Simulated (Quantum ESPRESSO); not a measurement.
# WC (Qusongite) under changes of volume

One of the cells (10.376 Å³/atom); the others are scaled copies at fixed shape and fractional positions:

```xyz
2
Lattice="2.9065 0.0000 0.0000 -1.4532 2.5171 0.0000 0.0000 0.0000 2.8366" Properties=species:S:1:pos:R:3 pbc="T T T"
W     0.0000    0.0000    0.0000
C     1.4533    0.8390    1.4183
```

* Program: Quantum ESPRESSO 7.5
* Functional: r2SCAN
* Potentials or basis: SG15 PBE 1.2
* Cutoff: 1197 eV
* Density cutoff: 4789 eV
* k mesh: 6 × 6 × 6
* Occupations: fermi-dirac, width 0.05 eV
* Spin: no spin polarisation

```csv
volume (Å³/atom),energy over the lowest point (meV/atom),pressure (GPa)
9.754,20.90,17.7
9.961,4.40,7.9
10.169,0.00,-1.0
10.376,6.48,-8.9
10.584,22.71,-16.1
10.791,?,?
10.999,80.48,-28.2
```

Q: What does the run at 10.791 Å³/atom give?

A: Energy over the lowest point 47.68 meV/atom; pressure -22.5 GPa.

Worked out: A Birch-Murnaghan fit of order 3 (a polynomial in V^(-2/3)) to the other rows has its minimum at 10.15 Å³/atom with B0 = V·E''(V) = 415 GPa and B' = 4.4 at fixed shape and positions, which overstates the stiffness. It gives 47.62 meV/atom at 10.791 Å³/atom, against the run's 47.68, and -dE/dV = -22.4 GPa, against -22.5.

Energies are extrapolated to zero smearing.

Caveats: all runs use coarse meshes; the potentials were made for another functional, which shifts forces and pressure.
